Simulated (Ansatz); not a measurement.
## A series in temperature on CaO

Results calculated with Ansatz 0.2.0, not measured. Harmonic vibrational free energy, entropy and heat capacity at constant volume, per atom, from the force constants of a q mesh, imaginary modes left out; plane waves with PAW datasets, Gamma-centred k mesh.

Structure of every row (space group Fm-3m, No. 225):
```
CELL_PARAMETERS angstrom
0.00000 2.41550 2.41550
2.41550 0.00000 2.41550
2.41550 2.41550 0.00000
ATOMIC_POSITIONS crystal
Ca 0.50000 0.50000 0.50000
O 0.00000 0.00000 0.00000
```

Settings of every row: functional PBE; dispersion none; spin none; wave cutoff 420 eV; k mesh 8x8x8; occupations fixed; smearing width 0 eV; pressure 0 GPa; phonon method linear response; q mesh 4x4x4.

| row | temperature (K) | phonon heat capacity (kB/atom) | phonon entropy (kB/atom) | phonon free energy (meV/atom) |
| --- | --- | --- | --- | --- |
| 1 | 200 | 2.158 | 1.588 | 41.8 |
| 2 | 300 | 2.568 | 2.553 | 23.8 |
| 3 | 400 | 2.743 | 3.319 | -1.7 |
| 4 | 500 | 2.831 | 3.941 | -33 |
| 5 | 600 | 2.881 | 4.462 | -69.3 |
| 6 | 700 | ? | ? | ? |
| 7 | 800 | 2.932 | 5.299 | -153.7 |
| 8 | 900 | 2.946 | 5.645 | -200.9 |
| 9 | 1000 | 2.956 | 5.956 | -250.9 |

Question: what phonon heat capacity and phonon entropy should row 6 give?

Worked fit of phonon heat capacity. At high temperature a harmonic heat capacity falls short of its limit by a term in 1/T², so take t = (100 K / T)². The shown rows have t = 0.25, 0.11111, 0.0625, 0.04, 0.02778, 0.01562, 0.01235, 0.01. Least squares give phonon heat capacity = 2.998 − 4.2986 × t + 3.757 × t² kB/atom; a straight line predicts inner rows, each left out in turn, worse (root mean square 0.022 against 0.0016 kB/atom). The rows lie off it by 0.000, 0.001, -0.001, -0.001, 0.000, 0.000, 0.001, 0.001. The constant, 2.998 kB/atom, is to be held against the harmonic limit of 3 k_B an atom. The withheld row has t = 0.02041, so the fit gives 2.998 − 4.2986 × (0.02041) + 3.757 × (0.02041)² = 2.912 kB/atom.

The calculation gave 2.912 kB/atom. The fit meets it to the printed digit.

Worked fit of phonon entropy. Entropy rises as the heat capacity times the change of ln T, so take t = ln(T / 300 K). The shown rows have t = -0.4055, 0, 0.2877, 0.5108, 0.6931, 0.9808, 1.0986, 1.204. Least squares give phonon entropy = 2.5738 + 2.54936 × t + 0.22429 × t² kB/atom; a straight line predicts inner rows, each left out in turn, worse (root mean square 0.055 against 0.016 kB/atom). The rows lie off it by 0.011, -0.021, -0.007, 0.006, 0.013, 0.009, 0.000, -0.012 (root mean square 0.011 kB/atom), a smooth pattern that one more power would take up: the form is only approximate. The slope at t = 0, 2.55 kB/atom, estimates the heat capacity at 300 K. The withheld row has t = 0.8473, so the fit gives 2.5738 + 2.54936 × (0.8473) + 0.22429 × (0.8473)² = 4.895 kB/atom.

The calculation gave 4.909 kB/atom. The fit lies 0.014 kB/atom (0.32 % of the column's range) below it; its largest miss of a shown row is 0.021 kB/atom.

The other values of row 6: phonon free energy -109.7 meV/atom.
